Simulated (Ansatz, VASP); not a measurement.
## Pt in VASP and in Ansatz

File INCAR:

```
SYSTEM = Pt
ALGO = Normal
EDIFF = 1E-6
ENCUT = 520
GGA = PE
ISIF = 2
ISMEAR = -1
LASPH = .True.
LCHARG = .False.
LREAL = .False.
LWAVE = .False.
NBANDS = 11
NELM = 80
PREC = Accurate
SIGMA = 0.08
```

KPOINTS

```
k-points
0
Gamma
  17 17 17
  0 0 0
```

File POSCAR:

```
Pt
1.0
   -1.5820589383      1.5820589383      1.5820589383
    1.5820589383     -1.5820589383      1.5820589383
    1.5820589383      1.5820589383     -1.5820589383
Pt
1
Direct
    0.0000000000      0.0000000000      0.0000000000
```

Input for Ansatz:

```yaml
crystal:
  lattice:
    - [-1.5820589383, 1.5820589383, 1.5820589383]
    - [1.5820589383, -1.5820589383, 1.5820589383]
    - [1.5820589383, 1.5820589383, -1.5820589383]
  atoms:
    - { symbol: Pt, position: [0.0, 0.0, 0.0] }
kpoints:
  mp_grid: { grid: [17, 17, 17] }
  band_path:
    path:
      - [0.0, 0.0, 0.0]
      - [0.5, -0.5, 0.5]
      - [0.0, 0.0, 0.5]
      - [0.0, 0.0, 0.0]
      - [0.25, 0.25, 0.25]
      - [0.5, -0.5, 0.5]
      - [0.25, 0.25, 0.25]
      - [0.0, 0.0, 0.5]
    npoints: 14
scf:
  occupations: { method: fermi_dirac, width: 0.08 }
hamiltonian:
  xc: pbe
  pseudopotentials: { kind: all_electron, lapw: { basis_error: 0.001 } }
output:
  forces: true
  stress: true
  eigenvalues: true
  populations: true
  dos: { projected: true, de: 0.2, e_range: [-14, 8] }
```

This isn't the form of Pt at room conditions, which is fcc.

Alike in both runs: task single point; functional PBE; k mesh 17 × 17 × 17; occupations fermi-dirac, width 0.08 eV; no spin polarisation.

|  | VASP | Ansatz |
| --- | --- | --- |
| version | VASP 6.6.1 | Ansatz 0.2.0 |
| potentials or method | VASP PAW PBE potentials, release 64 (Pt) | all-electron LAPW, scalar-relativistic |
| plane-wave cutoff (eV) | 520 | see its input |

```csv
,VASP,Ansatz,Ansatz less VASP
pressure (GPa),-0.5,0.0,+0.42
```

Ansatz ran all-electron here, so the differences hold the error of VASP's frozen core and of both bases.

The runs have no spin-orbit coupling, so splittings on Pt are missing.
